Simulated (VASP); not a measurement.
# Sr (Fm-3m) in VASP: settings compared, part 2 of 2

VASP 6.6.1. The steps go on from the part before.

**4. Relaxation of cell and atoms, RPBE**

INCAR

```
ALGO     = Normal         # electronic algorithm
EDIFF    = 1E-7           # SCF threshold, eV
EDIFFG   = -0.005         # ionic threshold
ENCUT    = 600            # plane-wave cutoff, eV
GGA      = RP             # functional
IBRION   = 2              # ionic algorithm
ISIF     = 3              # what is computed and relaxed
ISMEAR   = 0              # smearing method
LASPH    = True           # aspherical terms in the spheres
LCHARG   = False          # write CHGCAR
LREAL    = False          # projectors in reciprocal space
LWAVE    = False          # write WAVECAR
NELM     = 80             # most SCF steps
NSW      = 90             # ionic steps
PREC     = Accurate       # precision mode
SIGMA    = 0.1            # smearing width, eV
```

KPOINTS

```
k-points
0
Gamma
  12 12 12
```

POSCAR

```
Sr
1.0
    0.0000000000      3.0336031300      3.0336031300
    3.0336031300      0.0000000000      3.0336031300
    3.0336031300      3.0336031300      0.0000000000
Sr
1
Direct
    0.0000000000      0.0000000000      0.0000000000
```

Potentials or basis: VASP PAW PBE potentials, release 64 (Sr_sv).

Command:

```bash
$ cat potpaw_PBE.64/Sr_sv/POTCAR > POTCAR
$ mpirun -np 1 vasp_std > vasp.out
```

OUTCAR:

```text
EDIFF = 1E-7
   EDIFFG = -0.005
   ENCUT = 600
   GGA = RP
   IBRION = 2
   ISIF = 3
   ISMEAR = 0
   LASPH = True
   LREAL = False
   NELM = 80
   NSW = 90
   PREC = Accurate

 ion  position               nearest neighbor table
   1  0.000  0.000  0.000-

  LATTYP: Found a face centered cubic cell.
 ALAT       =     6.0672062600

  Lattice vectors:

 A1 = (   0.0000000000,   3.0336031300,   3.0336031300)
 A2 = (   3.0336031300,   0.0000000000,   3.0336031300)
 A3 = (   3.0336031300,   3.0336031300,   0.0000000000)

Analysis of symmetry for initial positions (statically):
=====================================================================
 Subroutine PRICEL returns:
 Original cell was already a primitive cell.

 Routine SETGRP: Setting up the symmetry group for a
 face centered cubic supercell.

 Subroutine GETGRP returns: Found 48 space group operations
 (whereof 48 operations were pure point group operations)
 out of a pool of 48 trial point group operations.

The static configuration has the point symmetry O_h .

Analysis of symmetry for dynamics (positions and initial velocities):
=====================================================================
 Subroutine PRICEL returns:
 Original cell was already a primitive cell.

 Routine SETGRP: Setting up the symmetry group for a
 face centered cubic supercell.

 Subroutine GETGRP returns: Found 48 space group operations
 (whereof 48 operations were pure point group operations)
 out of a pool of 48 trial point group operations.

The dynamic configuration has the point symmetry O_h .

 Subroutine INISYM returns: Found 48 space group operations
 (whereof 48 operations are pure point group operations),
 and found     1 'primitive' translations

----------------------------------------------------------------------------------------

                                     Primitive cell

[... 119 lines left out ...]
 conjugate gradient relaxation of ions
 non-spin polarized calculation
 Gauss-broadening in eV      SIGMA  =   0.10
  energy-cutoff  :      600.00
  volume of cell :       55.83
 maximum number of plane-waves:      1892
 NGX is ok and might be reduce to    36
   NGX = 17   NGY = 17   NGZ = 17

--------------------------------------- Ionic step        1  -------------------------------------------

 number of electron      10.0000000 magnetization

 Free energy of the ion-electron system (eV)
  ---------------------------------------------------
  ext. energy  EPLUGINS =         0.00000000
  ---------------------------------------------------
  free energy    TOTEN  =        -1.46150601 eV

  energy without entropy =       -1.45302266  energy(sigma->0) =       -1.45726434

------------------------ aborting loop because EDIFF is reached ----------------------------------------

  FORCE on cell =-STRESS in cart. coord.  units (eV):
  Direction    XX          YY          ZZ          XY          YZ          ZX
  --------------------------------------------------------------------------------------
  -------------------------------------------------------------------------------------
  Total        0.1732136      0.1732136      0.1732136      0.0000000     -0.0000000     -0.0000000
  in kB        4.9703407      4.9703407      4.9703407      0.0000000     -0.0000000     -0.0000000
  external PRESSURE =       4.9703407 kB  Pullay stress =       0.0000000 kB
[... 92 lines left out ...]
--------------------------------------- Ionic step        4  -------------------------------------------

 number of electron      10.0000000 magnetization

 Free energy of the ion-electron system (eV)
  ---------------------------------------------------
  ext. energy  EPLUGINS =         0.00000000
  ---------------------------------------------------
  free energy    TOTEN  =        -1.46530603 eV

  energy without entropy =       -1.45601934  energy(sigma->0) =       -1.46066269

 E-fermi :   1.4705     XC(G=0):  -7.0624

 val. band max:        1.4670980528   @ k =  -0.4167   0.2500   0.0000
 cond. band min:       1.4704944511   @ k =  -0.3333   0.4167   0.1667
 fundamental gap:      0.0033963983
 Fermi energy:         1.4704515531

 k-point     1 :       0.0000    0.0000    0.0000
  band No.  band energies     occupation
      1     -35.2995      2.00000
      2     -17.2004      2.00000
      3     -17.2004      2.00000
      4     -17.2004      2.00000
      5      -2.0443      2.00000
      6       3.8119      0.00000
      7       3.8119      0.00000
      8       3.8119      0.00000
      9       5.1870      0.00000
[... 265 lines left out ...]
 k-point    24 :      -0.4167    0.1667    0.0000
  band No.  band energies     occupation
      1     -35.2883      2.00000
      2     -17.3400      2.00000
      3     -17.2495      2.00000
      4     -17.2275      2.00000
      5       0.7516      2.00000
      6       1.5224      0.46223
      7       3.0775      0.00000
      8       3.9583      0.00000
      9       5.8745      0.00000

 [... further k-points ...]
[... 5 lines left out ...]
  --------------------------------------------------------------------------------------
  -------------------------------------------------------------------------------------
  Total        0.0000387      0.0000387      0.0000387      0.0000000     -0.0000000      0.0000000
  in kB        0.0010626      0.0010626      0.0010626      0.0000000     -0.0000000      0.0000000
  external PRESSURE =       0.0010626 kB  Pullay stress =       0.0000000 kB
[... 16 lines left out ...]
  FREE ENERGIE OF THE ION-ELECTRON SYSTEM (eV)
  ---------------------------------------------------
  free  energy   TOTEN  =        -1.4653060303 eV

  energy  without entropy=       -1.4560193440  energy(sigma->0) =       -1.46066269

 reached required accuracy - stopping structural energy minimisation
```

Wall time 80 s (1 thread of Intel Xeon Platinum 8488C (Sapphire Rapids), shared host); peak memory 0.23 GiB.

What came out:

| Property | Result |
| --- | --- |
| Free energy | -1.4653 eV |
| Relaxed volume | 58.36 Å³/atom |
| Relaxed cell | a = 4.354 Å, b = 4.354 Å, c = 4.354 Å, α = 60.00°, β = 60.00°, γ = 60.00° |
| Space group after relaxing (to 0.05 Å) | Fm-3m (No. 225) |
| Energy gained by relaxing | 3.8 meV/atom |
| Ionic steps | 4 |
| Pressure after relaxing | 0.0 GPa |
| Band gap on the k mesh | none (metal or under the smearing width) |

Step by step:
```tsv
step	energy change (eV)	largest force (eV/Å)	pressure (GPa)	volume (Å³)
1	0.0000	0.0000	0.50	55.83
2	-0.0031	0.0000	0.21	57.25
3	-0.0038	0.0000	-0.02	58.45
4	-0.0038	0.0000	0.00	58.36
```

Final structure:
```xyz
1
Lattice="0.0000 3.0787 3.0787 3.0787 0.0000 3.0787 3.0787 3.0787 0.0000" Properties=species:S:1:pos:R:3 pbc="T T T"
Sr    0.0000    0.0000    0.0000
```

Levels at points of the mesh, in eV from the Fermi level:
| k point | band 3 | band 4 | band 5 | band 6 | band 7 | band 8 |
| --- | --- | --- | --- | --- | --- | --- |
| (0.00, 0.00, 0.00) | -18.67 | -18.67 | -3.51 | 2.34 | 2.34 | 2.34 |
| (0.50, 0.00, 0.00) | -18.69 | -18.69 | -1.04 | -0.01 | 2.19 | 2.19 |
| (0.50, 0.50, 0.00) | -18.73 | -18.73 | -0.55 | 0.43 | 0.93 | 4.69 |

Caveat: the PAW data sets were made with another functional, which shifts forces and pressure a little.

**5. The runs side by side**

```tsv
level	cutoff (eV)	gap on the mesh (eV)	pressure (GPa)	relaxed volume (Å³/atom)
PBEsol	580	none	0.0	51.91
PBEsol	480	none	0.0	51.89
RPBE	600	none	0.0	58.36
```

Alike in all rows: task relaxation of cell and atoms; potentials or basis VASP PAW PBE potentials, release 64 (Sr_sv); no spin polarisation; cell relaxed; k mesh 12 × 12 × 12; smearing gaussian 0.1 eV.

Caveats: the PAW data sets were made with another functional, which shifts forces and pressure a little.

Total energies depend on the potentials used, so only differences within one code and one set of settings carry meaning.
